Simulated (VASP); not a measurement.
# CuO (P6_3mc) in VASP: notebook, part 2 of 2

VASP 6.6.1.

### 4 Relaxation of cell and atoms, r2SCAN+rVV10

File INCAR:

```
SYSTEM = CuO
  PREC = Accurate
  ENCUT = 600
  EDIFF = 1E-7
  ISMEAR = 0
  SIGMA = 0.05
  LREAL = .FALSE.
  LASPH = .TRUE.
  NELM = 100
  ALGO = Normal
  ISIF = 3
  LWAVE = .FALSE.
  LCHARG = .FALSE.
  METAGGA = R2SCAN
  LMIXTAU = .TRUE.
  LUSE_VDW = .TRUE.
  IVDW_NL = 2
  BPARAM = 11.95
  CPARAM = 0.0093
  IBRION = 2
  NSW = 40
  EDIFFG = -0.005
```

File KPOINTS:

```
Automatic mesh
0
G
  9 9 5
  0 0 0
```

File POSCAR:

```
CuO
1.0
    3.2880244300      0.0000000000      0.0000000000
   -1.6440122100      2.8475126800      0.0000000000
    0.0000000000      0.0000000000      5.3850248600
Cu O
2 2
Direct
    0.6666666667      0.3333333333      0.0000000000
    0.3333333333      0.6666666667      0.5000000000
    0.6666666667      0.3333333333      0.6252000000
    0.3333333333      0.6666666667      0.1252000000
```

Potentials or basis: VASP PAW PBE potentials, release 64 (Cu, O).

On the command line:

```sh
> cat potpaw_PBE.64/Cu/POTCAR potpaw_PBE.64/O/POTCAR > POTCAR
> mpirun -np 1 vasp_std > vasp.out
```

OUTCAR:

```text
SYSTEM = CuO
   PREC = Accurate
   ENCUT = 600
   EDIFF = 1E-7
   ISMEAR = 0
   LREAL = .FALSE.
   LASPH = .TRUE.
   NELM = 100
   ISIF = 3
   METAGGA = R2SCAN
   IVDW_NL = 2
   BPARAM = 11.95
   IBRION = 2
   NSW = 40
   EDIFFG = -0.005

 ion  position               nearest neighbor table
   1  0.667  0.333  0.000-   4 2.01   4 2.01   4 2.01   3 2.02
   2  0.333  0.667  0.500-   3 2.01   3 2.01   3 2.01   4 2.02
   3  0.667  0.333  0.625-   2 2.01   2 2.01   2 2.01   1 2.02
   4  0.333  0.667  0.125-   1 2.01   1 2.01   1 2.01   2 2.02

  LATTYP: Found a hexagonal cell.
 ALAT       =     3.2880244300
 C/A-ratio  =     1.6377691148

  Lattice vectors:

 A1 = (   3.2880244300,   0.0000000000,   0.0000000000)
 A2 = (  -1.6440122100,   2.8475126800,   0.0000000000)
 A3 = (   0.0000000000,   0.0000000000,   5.3850248600)

Analysis of symmetry for initial positions (statically):
=====================================================================
 Subroutine PRICEL returns:
 Original cell was already a primitive cell.

 Routine SETGRP: Setting up the symmetry group for a
 hexagonal supercell.

 Subroutine GETGRP returns: Found 12 space group operations
 (whereof  6 operations were pure point group operations)
 out of a pool of 24 trial point group operations.

The static configuration has the point symmetry C_3v.
 The point group associated with its full space group is C_6v.

Analysis of symmetry for dynamics (positions and initial velocities):
=====================================================================
 Subroutine PRICEL returns:
 Original cell was already a primitive cell.

 Routine SETGRP: Setting up the symmetry group for a
 hexagonal supercell.

 Subroutine GETGRP returns: Found 12 space group operations
 (whereof  6 operations were pure point group operations)
 out of a pool of 24 trial point group operations.

The dynamic configuration has the point symmetry C_3v.
 The point group associated with its full space group is C_6v.

 Subroutine INISYM returns: Found 12 space group operations
 (whereof  6 operations are pure point group operations),
 and found     1 'primitive' translations

----------------------------------------------------------------------------------------

                                     Primitive cell

  volume of cell :      50.4183

  direct lattice vectors                    reciprocal lattice vectors
     3.288024430  0.000000000  0.000000000     0.304133993  0.175591843  0.000000000
    -1.644012210  2.847512680  0.000000000     0.000000000  0.351183686  0.000000000
     0.000000000  0.000000000  5.385024860     0.000000000  0.000000000  0.185700164

  length of vectors
     3.288024430  3.288024423  5.385024860     0.351183686  0.351183686  0.185700164

  position of ions in fractional coordinates (direct lattice)
     0.666666667  0.333333333  0.000000000
     0.333333333  0.666666667  0.500000000
     0.666666667  0.333333333  0.625200000
     0.333333333  0.666666667  0.125200000

  ion indices of the primitive-cell ions
   primitive index   ion index
                 1           1
                 2           2
                 3           3
                 4           4

----------------------------------------------------------------------------------------

 KPOINTS: Automatic mesh

Automatic generation of k-mesh.
 Grid dimensions read from file:
 generate k-points for:    9    9    5

 Generating k-lattice:

  Cartesian coordinates                     Fractional coordinates (reciprocal lattice)
     0.033792666  0.019510205  0.000000000     0.111111111 -0.000000000  0.000000000
     0.000000000  0.039020410  0.000000000     0.000000000  0.111111111  0.000000000
     0.000000000  0.000000000  0.037140033     0.000000000  0.000000000  0.200000000

  Length of vectors
     0.039020410  0.039020410  0.037140033

  Shift w.r.t. Gamma in fractional coordinates (k-lattice)
     0.000000000  0.000000000  0.000000000

 Subroutine IBZKPT returns following result:
 ===========================================

 Found     36 irreducible k-points:

 Following reciprocal coordinates:
            Coordinates               Weight
  0.000000  0.000000  0.000000      1.000000
  0.111111  0.000000  0.000000      6.000000
  0.222222  0.000000  0.000000      6.000000
  0.333333  0.000000  0.000000      6.000000
  0.444444  0.000000  0.000000      6.000000
  0.111111  0.111111  0.000000      6.000000
[... 16 lines left out ...]
  0.333333  0.222222  0.200000     24.000000
  0.333333  0.333333  0.200000      4.000000
 [... further k-points ...]
   k-points           NKPTS =     36   k-points in BZ     NKDIM =     36   number of bands    NBANDS=     21
   number of dos      NEDOS =    301   number of ions     NIONS =      4
   total plane-waves  NPLWV =  37632
   dimension x,y,z NGX =    28 NGY =   28 NGZ =   48
   dimension x,y,z NGXF=    56 NGYF=   56 NGZF=   96
   ions per type =               2   2
   NGX,Y,Z   is equivalent  to a cutoff of  14.16, 14.16, 14.82 a.u.
   NGXF,Y,Z  is equivalent  to a cutoff of  28.31, 28.31, 29.64 a.u.
 SYSTEM =  CuO
   PREC   = accura    normal or accurate (medium, high low for compatibility)
   ISTART =      0    job   : 0-new  1-cont  2-samecut
   ICHARG =      2    charge: 1-file 2-atom 10-const
   ISPIN  =      1    spin polarized calculation?
   LNONCOLLINEAR =      F non collinear calculations
   LSORBIT =      F    spin-orbit coupling
   LASPH  =      T    aspherical Exc in radial PAW
   ENCUT  =  600.0 eV  44.10 Ry    6.64 a.u.   6.57  6.57 10.76*2*pi/ulx,y,z
   NELM   =    100;   NELMIN=  2; NELMDL= -5     # of ELM steps
   EDIFF  = 0.1E-06   stopping-criterion for ELM
   LREAL  =      F    real-space projection
   EDIFFG = -.5E-02   stopping-criterion for IOM
   NSW    =     40    number of steps for IOM
   IBRION =      2    ionic relax: 0-MD 1-quasi-New 2-CG
   NFREE  =      1    steps in history (QN), initial steepest desc. (CG)
   ISIF   =      3    stress and relaxation
   ISYM   =      2    0-nonsym 1-usesym 2-fastsym
   POTIM  = 0.5000    time-step for ionic-motion
   TEBEG  =    0.0;   TEEND  =   0.0 temperature during run
   PSTRESS=    0.0 pullay stress
   NELECT =      34.0000    total number of electrons
   NUPDOWN=      -1.0000    fix difference up-down
   EMIN   =  10.00;   EMAX   =-10.00  energy-range for DOS
   EFERMI =   0.00;   METHOD = LEGACY
   ISMEAR =     0;   SIGMA  =   0.05  broadening in eV -4-tet -1-fermi 0-gaus
   EFERMI_NEDOS =   21; number of points for ismear=-14 and -15
   IALGO  =     38    algorithm
   IMIX   =      4    mixing-type and parameters
     AMIX     =   0.40;   BMIX     =  1.00
     AMIX_MAG =   1.60;   BMIX_MAG =  1.00
  volume/ion in A,a.u.               =      12.60        85.06
  Fermi-wavevector in a.u.,A,eV,Ry     =   1.435616  2.712921 28.041522  2.060994
  Thomas-Fermi vector in A             =   2.554895
   LORBIT       =      0    0 simple, 1 ext, 2 COOP (PROOUT), +10 PAW based schemes
   METAGGA = R2SCAN    functional components
   LHFCALC =     F    Hartree Fock is set to
   AEXX    =    0.0000 exact exchange contribution
   IVDW_NL    =     2    kernel type
   BPARAM     =11.9500
   IVDW    =     0    specifies the selected vdW correction
   LEPSILON=     F    determine dielectric tensor
   LRPA    =     F    only Hartree local field effects (RPA)
 conjugate gradient relaxation of ions
 non-spin polarized calculation
 Gauss-broadening in eV      SIGMA  =   0.05
  energy-cutoff  :      600.00
  volume of cell :       50.42
 maximum number of plane-waves:      1713
 NGX is ok and might be reduce to    28

--------------------------------------- Ionic step        1  -------------------------------------------

 number of electron      33.9999990 magnetization

 Free energy of the ion-electron system (eV)
  ---------------------------------------------------
  ext. energy  EPLUGINS =         0.00000000
  ---------------------------------------------------
  free energy    TOTEN  =       -34.41660666 eV

  energy without entropy =      -34.40677114  energy(sigma->0) =      -34.41168890

 E-fermi :   2.7584     XC(G=0): -11.2860

 val. band max:        2.7548957705   @ k =   0.1111   0.0000   0.2000
 cond. band min:       2.7640606972   @ k =   0.3333   0.1111   0.2000
 fundamental gap:      0.0091649267
 Fermi energy:         2.7583520181

 k-point     1 :       0.0000    0.0000    0.0000
  band No.  band energies     occupation
      1     -16.5786      2.00000
      2     -16.0601      2.00000
      3      -2.7369      2.00000
      4      -1.6881      2.00000
      5      -1.6880      2.00000
      6      -1.6772      2.00000
[... 674 lines left out ...]
  FREE ENERGIE OF THE ION-ELECTRON SYSTEM (eV)
  ---------------------------------------------------
  free  energy   TOTEN  =       -34.7484842279 eV

  energy  without entropy=      -34.7393169130  energy(sigma->0) =      -34.74390057

[... ionic steps 4 to 9 ...]

--------------------------------------- Ionic step       10  -------------------------------------------

 number of electron      33.9999999 magnetization

------------------------ aborting loop because EDIFF is reached ----------------------------------------
[... 71 lines left out ...]
--------------------------------------- Ionic step       12  -------------------------------------------

 number of electron      33.9999999 magnetization

 Free energy of the ion-electron system (eV)
  ---------------------------------------------------
  ext. energy  EPLUGINS =         0.00000000
  ---------------------------------------------------
  free energy    TOTEN  =       -34.78399850 eV

  energy without entropy =      -34.77846984  energy(sigma->0) =      -34.78123417

 E-fermi :   4.3156     XC(G=0): -12.1028

 val. band max:        4.3005804371   @ k =   0.3333   0.0000   0.2000
 cond. band min:       4.3189739960   @ k =   0.4444   0.1111   0.2000
 fundamental gap:      0.0183935588
 Fermi energy:         4.3156261457

 k-point     1 :       0.0000    0.0000    0.0000
  band No.  band energies     occupation
      1     -16.0502      2.00000
      2     -15.4133      2.00000
      3      -2.4602      2.00000
      4      -1.3594      2.00000
      5      -0.8183      2.00000
      6      -0.8183      2.00000
[... 598 lines left out ...]
  FREE ENERGIE OF THE ION-ELECTRON SYSTEM (eV)
  ---------------------------------------------------
  free  energy   TOTEN  =       -34.7839984992 eV

  energy  without entropy=      -34.7784698420  energy(sigma->0) =      -34.78123417

 reached required accuracy - stopping structural energy minimisation
```

It took 21 min on 1 thread of Intel Xeon 6975P-C (Granite Rapids), shared host; peak memory 0.37 GiB.

Results:

```
Free energy                            : -34.7840 eV
Relaxed volume                         : 10.99 Å³/atom
Relaxed cell                           : a = 3.077 Å, b = 3.077 Å, c = 5.361 Å, α = 90.00°, β = 90.00°, γ = 120.00°
Space group after relaxing (to 0.05 Å) : P6_3mc (No. 186)
Energy gained by relaxing              : 91.8 meV/atom
Ionic steps                            : 12
Pressure after relaxing                : 0.0 GPa
Largest force after relaxing           : 0.004 eV/Å
Band gap on the k mesh                 : none (metal or under the smearing width)
```

Forces in eV/Å, atoms in the order of the input:
```
Cu   0.000  0.000  0.004
Cu   0.000  0.000  0.004
O    0.000  0.000 -0.004
O    0.000  0.000 -0.004
```

The path:
| step | energy change (eV) | largest force (eV/Å) | pressure (GPa) | volume (Å³) |
| --- | --- | --- | --- | --- |
| 1 | 0.0000 | 0.0572 | -15.48 | 50.42 |
| 2 | -0.2659 | 0.1842 | 9.78 | 42.04 |
| 3 | -0.3319 | 0.1331 | 0.01 | 44.34 |
| 4 | -0.3317 | 0.1354 | 0.44 | 44.22 |
| 5 | -0.3381 | 0.1566 | 0.44 | 44.19 |
| 6 | -0.3550 | 0.1924 | 0.31 | 44.09 |
| 7 | -0.3642 | 0.0133 | -0.17 | 43.85 |
| 8 | -0.3664 | 0.0928 | 0.03 | 43.94 |
| 9 | -0.3609 | 0.2504 | 0.13 | 43.95 |
| 10 | -0.3674 | 0.0004 | 0.01 | 43.94 |
| 11 | -0.3674 | 0.0020 | 0.04 | 43.94 |
| 12 | -0.3674 | 0.0042 | 0.01 | 43.94 |

Final structure:
```
Cu O
1.0
     3.07663    0.00000    0.00000
    -1.53832    2.66444    0.00000
     0.00000    0.00000    5.36058
Cu O
2 2
Direct
  0.66667 0.33333 0.98928
  0.33333 0.66667 0.48928
  0.66667 0.33333 0.63592
  0.33333 0.66667 0.13592
```

Levels at points of the mesh, in eV from the Fermi level:
```csv
k point,band 13,band 14,band 15,band 16,band 17,band 18,band 19,band 20,band 21
"(0.00, 0.00, 0.00)",-2.09,-0.21,-0.21,0.67,0.83,0.83,1.52,6.95,8.26
```

Caveat: the PAW data sets were made with another functional, which shifts forces and pressure a little; the run has no spin polarisation, though such a crystal can be magnetic; semilocal functionals often make such compounds metallic where correlation or magnetic order opens a gap, which also shifts bond lengths. With open d or f shells a metallic result of r2SCAN can be an artefact of self-interaction; +U or a hybrid may open a gap.

### 5 Relaxation of the atoms, r2SCAN (atoms moved at random, drawn with an rms of 0.02 Å)

File run.py:

```python
from ase.calculators.vasp import Vasp
from ase.io import read
from ase.optimize import BFGS

atoms = read('POSCAR')
calc = Vasp(
    directory='calc',
    xc='r2scan',
    pp='PBE',
    setups='recommended',
    prec='Accurate',
    encut=520,
    ediff=1e-06,
    ismear=0,
    sigma=0.05,
    lreal=False,
    lasph=True,
    nelm=80,
    algo='Normal',
    isif=2,
    lwave=True,
    lcharg=False,
    lmixtau=True,
    kpts=[7, 7, 4],
    gamma=True,
)
atoms.calc = calc
opt = BFGS(atoms, trajectory='relax.traj')
converged = opt.run(fmax=0.005, steps=40)
print('converged:', converged)

print('energy (eV):', atoms.get_potential_energy())
print('free energy (eV):', atoms.get_potential_energy(force_consistent=True))
print('forces (eV/A):')
print(atoms.get_forces())
print('stress (eV/A^3, Voigt):', atoms.get_stress())
print('Fermi level (eV):', calc.get_fermi_level())
print('cell (A, degrees):', atoms.cell.cellpar())
print('volume (A^3):', atoms.get_volume())
print('scaled positions:')
print(atoms.get_scaled_positions())
```

File POSCAR:

```
CuO
1.0
    3.2880244300      0.0000000000      0.0000000000
   -1.6440122100      2.8475126800      0.0000000000
    0.0000000000      0.0000000000      5.3850248600
Cu O
2 2
Direct
    0.6654130000      0.3309160000      0.0029370000
    0.3362390000      0.6650820000      0.4991800000
    0.6617940000      0.3340410000      0.6264940000
    0.3301030000      0.6684550000      0.1284680000
```

Potentials or basis: VASP PAW PBE potentials, release 64 (Cu, O).

On the command line:

```sh
> python run.py
```

Log:

```text
Step     Time          Energy          fmax
BFGS:    0 --:--:--      -35.437860        0.141489
BFGS:    1 --:--:--      -35.438413        0.135653
BFGS:    2 --:--:--      -35.440767        0.112071
BFGS:    3 --:--:--      -35.441460        0.063467
BFGS:    4 --:--:--      -35.441565        0.058373
BFGS:    5 --:--:--      -35.442146        0.006585
BFGS:    6 --:--:--      -35.442151        0.006185
BFGS:    7 --:--:--      -35.428014        0.268114
BFGS:    8 --:--:--      -35.442151        0.004916
converged: True
energy (eV): -35.43625282
free energy (eV): -35.44215091
forces (eV/A):
[[-1.46345e-03  1.05619e-03 -4.37062e-03]
 [-1.30490e-04 -1.73353e-03 -6.95020e-04]
 [-2.60581e-03  7.72830e-04  2.51308e-03]
 [ 4.19974e-03 -9.55000e-05  2.55256e-03]]
stress (eV/A^3, Voigt): [ 9.13331841e-02  9.13157306e-02  8.30820453e-02 -1.45694674e-05
  5.25519839e-05 -2.67164322e-04]
Fermi level (eV): 2.76866115
cell (A, degrees): [  3.28802443   3.28802442   5.38502486  90.          90.
 119.99999997]
volume (A^3): 50.418325173159786
scaled positions:
[[0.66396703 0.33313892 0.99807786]
 [0.33257205 0.66623036 0.49798732]
 [0.66585434 0.33284003 0.63051656]
 [0.33115558 0.66628469 0.13049726]]
```

OUTCAR:

```text
ENCUT = 520.000000
   EDIFF = 1.00e-06
   METAGGA = R2SCAN
   PREC = Accurate
   ISIF = 2
   ISMEAR = 0
[... 806 lines left out ...]
     -0.00179      1.89710      2.68167        -0.000130     -0.001734     -0.000695
      1.64215      0.94777      3.39535        -0.002606      0.000773      0.002513
     -0.00653      1.89725      0.70273         0.004200     -0.000095      0.002553
 -----------------------------------------------------------------------------------
    total drift:                               -0.009398     -0.000137      0.001259

  FREE ENERGIE OF THE ION-ELECTRON SYSTEM (eV)
  ---------------------------------------------------
  free  energy   TOTEN  =       -35.4421509062 eV

  energy  without entropy=      -35.4303547330  energy(sigma->0) =      -35.43625282
```

INCAR:

```text
ENCUT = 520.000000
SIGMA = 0.050000
EDIFF = 1.00e-06
ALGO = Normal
METAGGA = R2SCAN
PREC = Accurate
ISIF = 2
ISMEAR = 0
NELM = 80
LASPH = .TRUE.
LCHARG = .FALSE.
LWAVE = .TRUE.
LMIXTAU = .TRUE.
LREAL = .FALSE.
```

Wall time 13 min (1 thread of Intel Xeon 6975P-C (Granite Rapids), shared host); peak memory 0.23 GiB.

Results:

```yaml
Free_energy: -35.4422 eV
Energy_gained_by_relaxing: 1.0 meV/atom
Ionic_steps: 9
Pressure_after_relaxing: -14.2 GPa
Largest_force_after_relaxing: 0.005 eV/Å
Band_gap_on_the_k_mesh: none (metal or under the smearing width)
```

Forces on the atoms (eV/Å):
```
Cu  -0.001  0.001 -0.004
Cu   0.000 -0.002 -0.001
O   -0.003  0.001  0.003
O    0.004  0.000  0.003
```

Stress tensor (GPa, compression positive):
```
-14.63   0.04  -0.01
  0.04 -14.63   0.00
 -0.01   0.00 -13.31
```

The path:
```tsv
step	energy change (eV)	largest force (eV/Å)	pressure (GPa)
1	0.0000	0.1415	-14.07
2	-0.0005	0.1357	-14.04
3	-0.0024	0.1121	-14.10
4	-0.0032	0.0635	-14.19
5	-0.0032	0.0584	-14.19
6	-0.0038	0.0066	-14.18
7	-0.0038	0.0062	-14.18
8	0.0091	0.2681	-13.76
9	-0.0038	0.0049	-14.19
```

Final structure:
```
Cu O
1.0
     3.28802    0.00000    0.00000
    -1.64401    2.84751    0.00000
     0.00000    0.00000    5.38502
Cu O
2 2
Cartesian
  1.6355 0.9486 -0.0104
  -0.0018 1.8971 2.6817
  1.6422 0.9478 3.3953
  -0.0065 1.8973 0.7027
```

Levels at points of the mesh, in eV from the Fermi level:
| k point | band 15 | band 16 | band 17 | band 18 | band 19 | band 20 |
| --- | --- | --- | --- | --- | --- | --- |
| (0.00, 0.00, 0.00) | -0.05 | 0.70 | 0.75 | 0.76 | 1.35 | 6.24 |
| (0.00, 0.00, 0.50) | 0.35 | 0.35 | 0.35 | 0.35 | 3.79 | 3.79 |

Caveat: the PAW data sets were made with another functional, which shifts forces and pressure a little; the run has no spin polarisation, though such a crystal can be magnetic; semilocal functionals often make such compounds metallic where correlation or magnetic order opens a gap, which also shifts bond lengths.

### 6 The runs side by side

| task | level | cell | k mesh | cutoff (eV) | optimiser | gap on the mesh (eV) | pressure (GPa) | relaxed volume (Å³/atom) |
| --- | --- | --- | --- | --- | --- | --- | --- | --- |
| relaxation of cell and atoms | r2SCAN | relaxed | 9 × 9 × 5 | 600 | - | none | 0.0 | 11.10 |
| relaxation of cell and atoms | MS2 | relaxed | 9 × 9 × 5 | 600 | - | none | 0.1 | 11.04 |
| relaxation of cell and atoms | r2SCAN+rVV10 | relaxed | 9 × 9 × 5 | 600 | - | none | 0.0 | 10.99 |
| relaxation of the atoms | r2SCAN | atoms relaxed from: atoms moved at random, drawn with an rms of 0.02 Å | 7 × 7 × 4 | 520 | BFGS | none | -14.2 | - |

Alike in all rows: potentials or basis VASP PAW PBE potentials, release 64 (Cu, O); no spin polarisation; smearing gaussian 0.05 eV.

Caveats: the PAW data sets were made with another functional, which shifts forces and pressure a little; the run has no spin polarisation, though such a crystal can be magnetic; semilocal functionals often make such compounds metallic where correlation or magnetic order opens a gap, which also shifts bond lengths.

Total energies depend on the potentials used, so only differences within one code and one set of settings carry meaning.
